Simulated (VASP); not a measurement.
Here is a VASP 6.6.1 calculation.

Contents of INCAR:

```
SYSTEM = GaAs
ALGO     = Normal         ! electronic algorithm
EDIFF    = 1E-6           ! SCF threshold, eV
ENCUT    = 520            ! plane-wave cutoff, eV
ISIF     = 2              ! what is computed and relaxed
ISMEAR   = -1             ! smearing method
LASPH    = .True.         ! aspherical terms in the spheres
LCHARG   = .False.        ! write CHGCAR
LMIXTAU  = .True.       
LREAL    = .False.        ! projectors in reciprocal space
LWAVE    = .False.        ! write WAVECAR
METAGGA  = R2SCAN         ! meta-GGA
NBANDS   = 16             ! bands
NELM     = 80             ! most SCF steps
PREC     = Accurate       ! precision mode
SIGMA    = 0.05           ! smearing width, eV
```

File KPOINTS:

```
k-points
0
Gamma
  8 8 8
  0 0 0
```

The input POSCAR:

```
GaAs
1.0
    0.0000000000      2.8268500000      2.8268500000
    2.8268500000      0.0000000000      2.8268500000
    2.8268500000      2.8268500000      0.0000000000
As Ga
1 1
Direct
    0.7500000000      0.7500000000      0.7500000000
    0.0000000000      0.0000000000      0.0000000000
```

Contents of KPOINTS_OPT:

```
path GXWKGLUWLK,UX
15
line-mode
reciprocal
 0.0000000000  0.0000000000  0.0000000000  G
 0.5000000000  0.0000000000  0.5000000000  X

 0.5000000000  0.0000000000  0.5000000000  X
 0.5000000000  0.2500000000  0.7500000000  W

 0.5000000000  0.2500000000  0.7500000000  W
 0.3750000000  0.3750000000  0.7500000000  K

 0.3750000000  0.3750000000  0.7500000000  K
 0.0000000000  0.0000000000  0.0000000000  G

 0.0000000000  0.0000000000  0.0000000000  G
 0.5000000000  0.5000000000  0.5000000000  L

 0.5000000000  0.5000000000  0.5000000000  L
 0.6250000000  0.2500000000  0.6250000000  U

 0.6250000000  0.2500000000  0.6250000000  U
 0.5000000000  0.2500000000  0.7500000000  W

 0.5000000000  0.2500000000  0.7500000000  W
 0.5000000000  0.5000000000  0.5000000000  L

 0.5000000000  0.5000000000  0.5000000000  L
 0.3750000000  0.3750000000  0.7500000000  K

 0.6250000000  0.2500000000  0.6250000000  U
 0.5000000000  0.0000000000  0.5000000000  X
```

Potentials or basis: VASP PAW PBE potentials, release 64 (As, Ga_d).

Run with:

```bash
$ cat potpaw_PBE.64/As/POTCAR potpaw_PBE.64/Ga_d/POTCAR > POTCAR
$ mpirun -np 1 vasp_std > vasp.out
```

**Question.** What does it give for the pressure?

**Answer.** 0.6 GPa.

**Question.** Predict the band gap on the k mesh.

**Answer.** 1.00 eV, direct.

**Question.** What does it give for the band gap along the path?

**Answer.** 1.00 eV, direct.

Levels at the corners of the path, in eV from the valence-band top:
```
point  band 7  band 8  band 9  band 10  band 11  band 12
    Γ    0.00    0.00    0.00     1.00     4.04     4.04
    X   -6.99   -2.78   -2.78     1.76     1.95    10.86
    X   -6.99   -2.78   -2.78     1.76     1.95    10.86
    W   -6.80   -3.64   -3.43     5.02     5.06     5.91
    W   -6.80   -3.64   -3.43     5.02     5.06     5.91
    K   -6.80   -3.97   -2.34     2.27     5.02     8.54
    K   -6.80   -3.97   -2.34     2.27     5.02     8.54
    Γ    0.00    0.00    0.00     1.00     4.04     4.04
    Γ    0.00    0.00    0.00     1.00     4.04     4.04
    L   -6.82   -1.18   -1.18     1.36     4.99     4.99
    L   -6.82   -1.18   -1.18     1.36     4.99     4.99
    U   -6.80   -3.97   -2.34     2.27     5.02     8.54
    U   -6.80   -3.97   -2.34     2.27     5.02     8.54
    W   -6.80   -3.64   -3.43     5.02     5.06     5.91
    W   -6.80   -3.64   -3.43     5.02     5.06     5.91
    L   -6.82   -1.18   -1.18     1.36     4.99     4.99
    L   -6.82   -1.18   -1.18     1.36     4.99     4.99
    K   -6.80   -3.97   -2.34     2.27     5.02     8.54
    U   -6.80   -3.97   -2.34     2.27     5.02     8.54
    X   -6.99   -2.78   -2.78     1.76     1.95    10.86
```

Caveat: the PAW data sets were made with another functional, which shifts forces and pressure a little.

**Measured values to compare with.**

“Evidence of valence band perturbations in GaAsN/GaAs(001): A combined variable-angle spectroscopic ellipsometry and modulated photoreflectance investigation”, 2008, arxiv:0805.2212 reports, for a bulk crystal of GaAs at 300 K: band gap 1.418 ± 0.005 eV (direct).

A measured gap of GaAs is 1.418 eV (direct; 300 K; “Evidence of valence band perturbations in GaAsN/GaAs(001): A combined variable-angle spectroscopic ellipsometry and modulated photoreflectance investigation”, 2008, arxiv:0805.2212); the calculated 1.00 eV misses it by -0.42 eV. 3 values of this kind are on record (1.412 to 1.51 eV); this one was drawn at random among those near their median, those with a stated uncertainty first. Spin-orbit coupling on As, Ga is left out. The value is that of r2SCAN, without temperature or zero-point motion.
